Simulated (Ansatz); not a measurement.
A plane-wave DFT run in Ansatz 0.2.0 (scalar-relativistic PAW potentials unless the input names others): input and command.

```yaml
crystal:
  lattice:
    - [4.0528301093, 0.0, 0.0]
    - [0.0, 5.7315673066, 0.0]
    - [0.0, 0.0, 23.5973509599]
  atoms:
    - { symbol: Tl, position: [0.0, 0.5, 0.3231141795] }
    - { symbol: Br, position: [0.5, 0.0, 0.3219392063] }
    - { symbol: Tl, position: [0.0, 0.0, 0.4357715485] }
    - { symbol: Br, position: [0.5, 0.5, 0.4351760694] }
    - { symbol: Tl, position: [0.0, 0.5, 0.5642164122] }
    - { symbol: Br, position: [0.5, 0.0, 0.5648356802] }
    - { symbol: Tl, position: [0.0, 0.0, 0.6768745621] }
    - { symbol: Br, position: [0.5, 0.5, 0.6780723418] }
basis:
  ecutwfc: 420
kpoints:
  mp_grid: { grid: [7, 5, 1] }
hamiltonian:
  xc: pbe
  hubbard: { sites: [{ species: Br, l: p, u_eff: 40.0 }] }
scf:
  occupations: { method: gaussian, width: 0.05 }
  max_iter: 60
output:
  forces: true
  eigenvalues: true
efield:
  axis: 3
  dipole_correction: true
  ramp_width: 0.04
```

```bash
ansatz run input.yaml --threads 2 --pin off --max-ram 5632MiB --backend cpu --events-out ev --progress --plain --runs-dir out
```

Abridged log:
```
Basis set: ecut = 420 eV, 10749 PW (Γ), exchange–correlation on 60×80×320 points (8 copies of the dense FFT grid, shifted against one another)
Bands: 48, of which v1, the nominal top of the filled ones, is band 40 counted from 1 (39 counted from 0)
Symmetry: 4 space group operations
k-points: 12 of 35
SCF iter   1: F=—  HF=-56895.083230 eV  |F-HF|=—  |Δ(HF+E_count)|=         —  Δρ=2.93e-2  dr2=1.34e1  ethr=3.10e-3  p=0.000 e·Å  D=1.02e-9 V/Å  ΔV_dip= 0.00 eV  dr2_dipole=3.04e-7  V_vac-E_F(+/−)=6.43/6.43 eV  ⟨swp⟩=6.2  Hψ=1967  notcnv=0
efield: sawtooth ramp at fractional position 0.9800 (placed from the atoms, in the widest stretch of the axis that holds none; the zero of the levels goes with the place), width 0.0400; the density the first Hamiltonian is built on has a dipole p = 0.000 e·Å; the dipole correction subtracts the counter field D = 1.02e-9 V/Å, which shifts the + side's vacuum level by  0.00 eV against the − side's; the planar-averaged density in the ramp window peaks in size at 2.9e-7 e/Å³
SCF iter   2: F=—  HF=-56898.084040 eV  |F-HF|=—  |Δ(HF+E_count)|=    3.00e0  Δρ=1.42e-2  dr2=3.25e0  ethr=3.10e-3  p= 0.000 e·Å  D=-1.38e-4 V/Å  ΔV_dip=0.00 eV  dr2_dipole=3.45e-9  V_vac-E_F(+/−)=6.41/6.41 eV  ⟨swp⟩=3.0  Hψ=1276  notcnv=0  defer=34
SCF iter   3: F=—  HF=-56899.369691 eV  |F-HF|=—  |Δ(HF+E_count)|=    1.29e0  Δρ=3.10e-3  dr2=7.14e-2  ethr=3.10e-3  p= 0.000 e·Å  D=-1.31e-4 V/Å  ΔV_dip=0.00 eV  dr2_dipole=7.35e-8  V_vac-E_F(+/−)=6.53/6.53 eV  ⟨swp⟩=3.4  Hψ=1151  notcnv=0  defer=34
SCF iter   4: F=—  HF=-56899.370703 eV  |F-HF|=—  |Δ(HF+E_count)|=   1.01e-3  Δρ=1.21e-3  dr2=1.50e-2  ethr=8.92e-5  p=-0.001 e·Å  D=-2.27e-4 V/Å  ΔV_dip=0.01 eV  dr2_dipole=2.68e-8  V_vac-E_F(+/−)=6.43/6.42 eV  ⟨swp⟩=2.9  Hψ=1099  notcnv=0  defer=34
SCF iter   5: F=—  HF=-56899.369685 eV  |F-HF|=—  |Δ(HF+E_count)|=   1.02e-3  Δρ=3.08e-4  dr2=8.12e-4  ethr=1.87e-5  p=-0.001 e·Å  D=-1.88e-4 V/Å  ΔV_dip=0.00 eV  dr2_dipole=3.21e-9  V_vac-E_F(+/−)=6.49/6.48 eV  ⟨swp⟩=2.2  Hψ=894  notcnv=0  defer=34
SCF iter   6: F=—  HF=-56899.369819 eV  |F-HF|=—  |Δ(HF+E_count)|=   1.34e-4  Δρ=7.39e-5  dr2=3.39e-5  ethr=1.01e-6  p=-0.001 e·Å  D=-2.02e-4 V/Å  ΔV_dip=0.00 eV  dr2_dipole=1.52e-10  V_vac-E_F(+/−)=6.47/6.46 eV  ⟨swp⟩=2.7  Hψ=983  notcnv=0  defer=34
SCF iter   7: F=—  HF=-56899.369879 eV  |F-HF|=—  |Δ(HF+E_count)|=   5.98e-5  Δρ=1.85e-5  dr2=2.47e-6  ethr=4.24e-8  p=-0.001 e·Å  D=-1.99e-4 V/Å  ΔV_dip=0.00 eV  dr2_dipole=1.11e-11  V_vac-E_F(+/−)=6.47/6.46 eV  ⟨swp⟩=2.2  Hψ=1058  notcnv=0  defer=34
SCF iter   8: F=—  HF=-56899.369881 eV  |F-HF|=—  |Δ(HF+E_count)|=   1.38e-6  Δρ=6.08e-6  dr2=2.89e-7  ethr=3.08e-9  p=-0.001 e·Å  D=-2.00e-4 V/Å  ΔV_dip=0.00 eV  dr2_dipole=3.68e-12  V_vac-E_F(+/−)=6.47/6.46 eV  ⟨swp⟩=2.5  Hψ=1028  notcnv=0  defer=34
SCF iter   9: F=-56899.369881 eV  HF=-56899.369881 eV  |F-HF|=6.81e-9  |Δ(HF+E_count)|=   1.28e-7  Δρ=1.08e-6  dr2=6.04e-9  ethr=1.25e-10  p=-0.001 e·Å  D=-1.99e-4 V/Å  ΔV_dip=0.00 eV  dr2_dipole=4.76e-13  V_vac-E_F(+/−)=6.47/6.46 eV  ⟨swp⟩=12.9  Hψ=2805  notcnv=0
SCF 1 converged in 9 iterations: F = -56899.369881 eV  dr2 = 6.04e-9
SCF converged after 9 iterations
Free energy (F): -56899.369881 eV
Harris-Foulkes:  -56899.369881 eV  (|F-HF|=6.81e-9)
Internal energy: -56899.369881 eV  (E = F + TS)
E sigma→0 (E₀):  -56899.369881 eV
Fermi energy:    -1.597774 eV
Dipole field:    D = -0.000200 V/Å  (p = -0.000606 e·Å, saw-weighted, corrected)
Work function:   Φ+ = 6.4679 eV   Φ− = 6.4632 eV
Levels:          The Fermi level and band energies are counted from a zero that moves with the ramp; work functions are not
--- Forces (eV/Å), atoms counted from 1 ---
  atom   1  Tl     0.00000000     0.00000000    -1.24271878
  atom   2  Br     0.00000000     0.00000000    -1.05113375
  atom   3  Tl     0.00000000     0.00000000     0.45784165
  atom   4  Br     0.00000000     0.00000000     0.52535926
  atom   5  Tl     0.00000000     0.00000000    -0.45558681
  atom   6  Br     0.00000000     0.00000000    -0.52766394
  atom   7  Tl     0.00000000     0.00000000     1.24423720
  atom   8  Br     0.00000000     0.00000000     1.04966423
Occupation matrices written to <dir>
```

Task: What is wrong with this input?

Result: The fault is an enormous or negative U (hamiltonian.hubbard: left out → {"sites": [{"species": "Br", "l": "p", "u_eff": 40.0}]}). The run converged all the same, with an energy at zero smearing 2046 meV/atom above the reference's (the Hamiltonian itself differs), largest force 1.244 eV/Å, gap on the mesh 5.88 eV, so convergence alone doesn't show that an input is right. A reference run of the same geometry without this change converged with largest force 0.010 eV/Å, gap on the mesh 2.54 eV.

Spin-orbit coupling is left out, which matters for the bands of heavy elements.

It took 22 s on 2 threads of Arm Neoverse V1, with other jobs on the host, peak memory 0.76 GiB.
